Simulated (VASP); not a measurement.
# Be (Im-3m) in VASP: relaxation of cell and atoms with RPBE+D3(BJ)

Aim: the relaxation of cell and atoms of Be with RPBE+D3(BJ).

All numbers are computed with VASP 6.6.1; they aren't measurements. Logs are shortened: lines on timing, memory, paths and dates and some standing lists are left out, and cuts for length are marked.

## 1. Starting point

Symmetry: Im-3m, No. 229, cubic system. Conventional cell: a = 2.506 Å, b = 2.506 Å, c = 2.506 Å, α = 90.00°, β = 90.00°, γ = 90.00°. Be (site symmetry m-3m) is surrounded by 8 Be at 2.17 Å.

This isn't the form of Be at room conditions, which is hcp.

## 2. Relaxation of cell and atoms, RPBE+D3(BJ)

Contents of run.py:

```python
from ase.calculators.vasp import Vasp
from ase.io import read

atoms = read('Be.cif')
calc = Vasp(
    directory='calc',
    xc='rpbe',
    pp='PBE',
    setups='minimal',
    prec='Accurate',
    encut=580,
    ediff=1e-07,
    ismear=-1,
    sigma=0.1,
    lreal=False,
    lasph=True,
    nelm=80,
    algo='Normal',
    isif=3,
    lwave=False,
    lcharg=False,
    ivdw=12,
    ibrion=2,
    nsw=40,
    ediffg=-0.01,
    kpts=[15, 15, 15],
    gamma=True,
)
atoms.calc = calc

print('energy (eV):', atoms.get_potential_energy())
print('free energy (eV):', atoms.get_potential_energy(force_consistent=True))
print('forces (eV/A):')
print(atoms.get_forces())
print('stress (eV/A^3, Voigt):', atoms.get_stress())
print('Fermi level (eV):', calc.get_fermi_level())
print('cell (A, degrees):', atoms.cell.cellpar())
print('volume (A^3):', atoms.get_volume())
print('scaled positions:')
print(atoms.get_scaled_positions())
```

Contents of Be.cif:

```cif
data_Be
_cell_length_a 2.17046916
_cell_length_b 2.17046916
_cell_length_c 2.17046916
_cell_angle_alpha 109.47122063
_cell_angle_beta 109.47122063
_cell_angle_gamma 109.47122063
_space_group_name_H-M_alt 'P1'
_space_group_name_Hall 'P 1'
_space_group_IT_number 1
loop_
_space_group_symop_operation_xyz
'x,y,z'
loop_
_atom_site_label
_atom_site_type_symbol
_atom_site_symmetry_multiplicity
_atom_site_Wyckoff_symbol
_atom_site_fract_x
_atom_site_fract_y
_atom_site_fract_z
_atom_site_occupancy
Be1 Be 1 a 0.0000000000 0.0000000000 0.0000000000 1
```

Potentials or basis: VASP PAW PBE potentials, release 64 (Be).

Launch:

```
> python run.py
```

What it wrote:

```text
energy (eV): -4.86447008
free energy (eV): -4.86617956
forces (eV/A):
[[0. 0. 0.]]
stress (eV/A^3, Voigt): [-0.0014934 -0.0014934 -0.0014934 -0.        -0.        -0.       ]
Fermi level (eV): 9.8159621
cell (A, degrees): [  2.02615092   2.02615092   2.02615092 109.47122063 109.47122063
 109.47122063]
volume (A^3): 6.403147169675797
scaled positions:
[[0. 0. 0.]]
```

OUTCAR:

```text
ENCUT = 580.000000
   EDIFF = 1.00e-07
   EDIFFG = -1.00e-02
   GGA = RP
   PREC = Accurate
   IBRION = 2
   ISIF = 3
   ISMEAR = -1
   NELM = 80
   NSW = 40
   IVDW = 12
   LASPH = .TRUE.
   LREAL = .FALSE.
 IVDW          = 12

 ion  position               nearest neighbor table
   1  0.000  0.000  0.000-

  LATTYP: Found a body centered cubic cell.
 ALAT       =     2.5062419076

  Lattice vectors:

 A1 = (   2.1704691600,   0.0000000000,   0.0000000000)
 A2 = (  -0.7234897198,   2.0463379486,   0.0000000000)
 A3 = (  -0.7234897198,  -1.0231689739,   1.7721806484)

Analysis of symmetry for initial positions (statically):
=====================================================================
 Subroutine PRICEL returns:
 Original cell was already a primitive cell.

 Routine SETGRP: Setting up the symmetry group for a
 body centered cubic supercell.

 Subroutine GETGRP returns: Found 48 space group operations
 (whereof 48 operations were pure point group operations)
 out of a pool of 48 trial point group operations.

The static configuration has the point symmetry O_h .

Analysis of symmetry for dynamics (positions and initial velocities):
=====================================================================
 Subroutine PRICEL returns:
 Original cell was already a primitive cell.

 Routine SETGRP: Setting up the symmetry group for a
 body centered cubic supercell.

 Subroutine GETGRP returns: Found 48 space group operations
 (whereof 48 operations were pure point group operations)
 out of a pool of 48 trial point group operations.

The dynamic configuration has the point symmetry O_h .

 Subroutine INISYM returns: Found 48 space group operations
 (whereof 48 operations are pure point group operations),
 and found     1 'primitive' translations

----------------------------------------------------------------------------------------

                                     Primitive cell

  volume of cell :       7.8712

  direct lattice vectors                    reciprocal lattice vectors
     2.170469160  0.000000000  0.000000000     0.460729882  0.162892612  0.282138280
    -0.723489720  2.046337949  0.000000000     0.000000000  0.488677836  0.282138280
    -0.723489720 -1.023168974  1.772180648     0.000000000  0.000000000  0.564276560

  length of vectors
     2.170469160  2.170469160  2.170469160     0.564276560  0.564276560  0.564276560

  position of ions in fractional coordinates (direct lattice)
     0.000000000  0.000000000  0.000000000

  ion indices of the primitive-cell ions
   primitive index   ion index
                 1           1

----------------------------------------------------------------------------------------

 KPOINTS: KPOINTS created by Atomic Simulation Env

Automatic generation of k-mesh.
 Grid dimensions read from file:
 generate k-points for:   15   15   15

 Generating k-lattice:

  Cartesian coordinates                     Fractional coordinates (reciprocal lattice)
     0.030715325  0.010859507  0.018809219     0.066666667  0.000000000  0.000000000
     0.000000000  0.032578522  0.018809219     0.000000000  0.066666667 -0.000000000
     0.000000000  0.000000000  0.037618437     0.000000000  0.000000000  0.066666667

  Length of vectors
     0.037618437  0.037618437  0.037618437

  Shift w.r.t. Gamma in fractional coordinates (k-lattice)
     0.000000000  0.000000000  0.000000000

 Subroutine IBZKPT returns following result:
 ===========================================

 Found    120 irreducible k-points:

 Following reciprocal coordinates:
            Coordinates               Weight
  0.000000  0.000000  0.000000      1.000000
  0.066667  0.000000 -0.000000     12.000000
  0.133333  0.000000 -0.000000     12.000000
  0.200000  0.000000 -0.000000     12.000000
  0.266667  0.000000 -0.000000     12.000000
  0.333333  0.000000  0.000000     12.000000
[... 42 lines left out ...]
 -0.200000  0.266667  0.066667     48.000000
 -0.333333  0.333333  0.066667     24.000000
 [... further k-points ...]
   k-points           NKPTS =    120   k-points in BZ     NKDIM =    120   number of bands    NBANDS=      5
   number of dos      NEDOS =    301   number of ions     NIONS =      1
   total plane-waves  NPLWV =   5832
   dimension x,y,z NGX =    18 NGY =   18 NGZ =   18
   dimension x,y,z NGXF=    36 NGYF=   36 NGZF=   36
   ions per type =               1
   NGX,Y,Z   is equivalent  to a cutoff of  13.79, 13.79, 13.79 a.u.
   NGXF,Y,Z  is equivalent  to a cutoff of  27.57, 27.57, 27.57 a.u.
 SYSTEM =  unknown system
   PREC   = accura    normal or accurate (medium, high low for compatibility)
   ISTART =      0    job   : 0-new  1-cont  2-samecut
   ICHARG =      2    charge: 1-file 2-atom 10-const
   ISPIN  =      1    spin polarized calculation?
   LNONCOLLINEAR =      F non collinear calculations
   LSORBIT =      F    spin-orbit coupling
   LASPH  =      T    aspherical Exc in radial PAW
   ENCUT  =  580.0 eV  42.63 Ry    6.53 a.u.   4.26  4.26  4.26*2*pi/ulx,y,z
   NELM   =     80;   NELMIN=  2; NELMDL= -5     # of ELM steps
   EDIFF  = 0.1E-06   stopping-criterion for ELM
   LREAL  =      F    real-space projection
   EDIFFG = -.1E-01   stopping-criterion for IOM
   NSW    =     40    number of steps for IOM
   IBRION =      2    ionic relax: 0-MD 1-quasi-New 2-CG
   NFREE  =      1    steps in history (QN), initial steepest desc. (CG)
   ISIF   =      3    stress and relaxation
   ISYM   =      2    0-nonsym 1-usesym 2-fastsym
   POTIM  = 0.5000    time-step for ionic-motion
   TEBEG  =    0.0;   TEEND  =   0.0 temperature during run
   PSTRESS=    0.0 pullay stress
   NELECT =       2.0000    total number of electrons
   NUPDOWN=      -1.0000    fix difference up-down
   EMIN   =  10.00;   EMAX   =-10.00  energy-range for DOS
   EFERMI =   0.00;   METHOD = LEGACY
   ISMEAR =    -1;   SIGMA  =   0.10  broadening in eV -4-tet -1-fermi 0-gaus
   EFERMI_NEDOS =   21; number of points for ismear=-14 and -15
   IALGO  =     38    algorithm
   IMIX   =      4    mixing-type and parameters
     AMIX     =   0.40;   BMIX     =  1.00
     AMIX_MAG =   1.60;   BMIX_MAG =  1.00
  volume/ion in A,a.u.               =       7.87        53.12
  Fermi-wavevector in a.u.,A,eV,Ry     =   1.036904  1.959464 14.628572  1.075170
  Thomas-Fermi vector in A             =   2.171317
   LORBIT       =      0    0 simple, 1 ext, 2 COOP (PROOUT), +10 PAW based schemes
   GGA     = RP    functional components
   LHFCALC =     F    Hartree Fock is set to
   AEXX    =    0.0000 exact exchange contribution
   IVDW    =    12    specifies the selected vdW correction
   LEPSILON=     F    determine dielectric tensor
   LRPA    =     F    only Hartree local field effects (RPA)
 conjugate gradient relaxation of ions
 non-spin polarized calculation
  energy-cutoff  :      580.00
  volume of cell :        7.87
 maximum number of plane-waves:       258
 NGX is ok and might be reduce to    18
   NGX =  9   NGY =  9   NGZ =  9

--------------------------------------- Ionic step        1  -------------------------------------------

 number of electron       2.0000000 magnetization

 Free energy of the ion-electron system (eV)
  ---------------------------------------------------
  ext. energy  EPLUGINS =         0.00000000
  ---------------------------------------------------
  free energy    TOTEN  =        -3.41232721 eV

  energy without entropy =       -3.40764033  energy(sigma->0) =       -3.40998377

------------------------ aborting loop because EDIFF is reached ----------------------------------------

 Edisp (eV)   -1.32976

 E8    (eV) :    -0.7033

  FORCE on cell =-STRESS in cart. coord.  units (eV):
  Direction    XX          YY          ZZ          XY          YZ          ZX
  --------------------------------------------------------------------------------------
  -------------------------------------------------------------------------------------
  Total      -1.16870    -1.16870    -1.16870    -0.00000    -0.00000    -0.00000
  in kB    -237.88890  -237.88890  -237.88890    -0.00000    -0.00000    -0.00000
  external pressure =     -237.89 kB  Pullay stress =        0.00 kB
[... 98 lines left out ...]
  energy  without entropy=       -4.8627270690  energy(sigma->0) =       -4.86444407

--------------------------------------- Ionic step        4  -------------------------------------------

 number of electron       2.0000000 magnetization

 Free energy of the ion-electron system (eV)
  ---------------------------------------------------
  ext. energy  EPLUGINS =         0.00000000
  ---------------------------------------------------
  free energy    TOTEN  =        -3.24518745 eV

  energy without entropy =       -3.24176849  energy(sigma->0) =       -3.24347797

 E-fermi :   9.8160     XC(G=0): -11.3267

 val. band max:        9.7632109258   @ k =   0.2667   0.2667   0.2000
 cond. band min:       9.9432002373   @ k =  -0.4000  -0.4000   0.1333
 fundamental gap:      0.1799893114
 Fermi energy:         9.8159621037

 k-point     1 :       0.0000    0.0000    0.0000
  band No.  band energies     occupation
      1      -3.6009      2.00000
      2      33.0691      0.00000
      3      33.0691      0.00000
      4      33.0691      0.00000
      5      44.9121      0.00000

 k-point     2 :       0.0667    0.0000   -0.0000
  band No.  band energies     occupation
      1      -3.4331      2.00000
      2      32.0967      0.00000
      3      32.2877      0.00000
      4      32.8262      0.00000
      5      42.6324      0.00000
[... 297 lines left out ...]
 k-point    40 :      -0.1333    0.1333    0.0667
  band No.  band energies     occupation
      1      -2.7582      2.00000
      2      28.9248      0.00000
      3      29.6370      0.00000
      4      31.9390      0.00000
      5      38.6134      0.00000

 [... further k-points ...]

------------------------ aborting loop because EDIFF is reached ----------------------------------------

 Edisp (eV)   -1.62099

 E8    (eV) :    -0.8495

  FORCE on cell =-STRESS in cart. coord.  units (eV):
  Direction    XX          YY          ZZ          XY          YZ          ZX
  --------------------------------------------------------------------------------------
  -------------------------------------------------------------------------------------
  Total       0.00956     0.00956     0.00956     0.00000     0.00000     0.00000
  in kB       2.39270     2.39270     2.39270     0.00000     0.00000     0.00000
  external pressure =        2.39 kB  Pullay stress =        0.00 kB
[... 16 lines left out ...]
  FREE ENERGIE OF THE ION-ELECTRON SYSTEM (eV)
  ---------------------------------------------------
  free  energy   TOTEN  =        -4.8661795643 eV

  energy  without entropy=       -4.8627606068  energy(sigma->0) =       -4.86447009

 reached required accuracy - stopping structural energy minimisation
```

INCAR:

```text
ENCUT = 580.000000
SIGMA = 0.100000
EDIFF = 1.00e-07
EDIFFG = -1.00e-02
ALGO = Normal
GGA = RP
PREC = Accurate
IBRION = 2
ISIF = 3
ISMEAR = -1
NELM = 80
NSW = 40
IVDW = 12
LASPH = .TRUE.
LCHARG = .FALSE.
LWAVE = .FALSE.
LREAL = .FALSE.
```

Run time: 16 s. Hardware: 1 thread of AMD EPYC 7R13 (Zen 3), shared host; peak memory 0.1 GiB.

Results:

| Property | Result |
| --- | --- |
| Free energy | -4.8662 eV |
| Relaxed volume | 6.40 Å³/atom |
| Relaxed cell | a = 2.026 Å, b = 2.026 Å, c = 2.026 Å, α = 109.47°, β = 109.47°, γ = 109.47° |
| Space group after relaxing (to 0.05 Å) | Im-3m (No. 229) |
| Energy gained by relaxing | 124.1 meV/atom |
| Ionic steps | 4 |
| Pressure after relaxing | 0.2 GPa |
| Band gap on the k mesh | none (metal or under the smearing width) |
| Dispersion energy per atom | -1.621 eV |

Step by step:
| step | energy change (eV) | largest force (eV/Å) | pressure (GPa) | volume (Å³) |
| --- | --- | --- | --- | --- |
| 1 | 0.0000 | 0.0000 | -23.79 | 7.87 |
| 2 | -0.1211 | 0.0000 | -4.64 | 6.61 |
| 3 | -0.1241 | 0.0000 | -0.42 | 6.43 |
| 4 | -0.1241 | 0.0000 | 0.24 | 6.40 |

Final structure:
```yaml
crystal:
  lattice:
    - [2.02615, 0.00000, 0.00000]
    - [-0.67538, 1.91027, 0.00000]
    - [-0.67538, -0.95514, 1.65435]
  atoms:
    - { symbol: Be, position: [0.00000, 0.00000, 0.00000] }
```

Caveat: the volume moved by over 15 % at a fixed basis, so the end points are rough; the PAW data sets were made with another functional, which shifts forces and pressure a little; pairwise dispersion overbinds metals, which lowers pressure and volume.
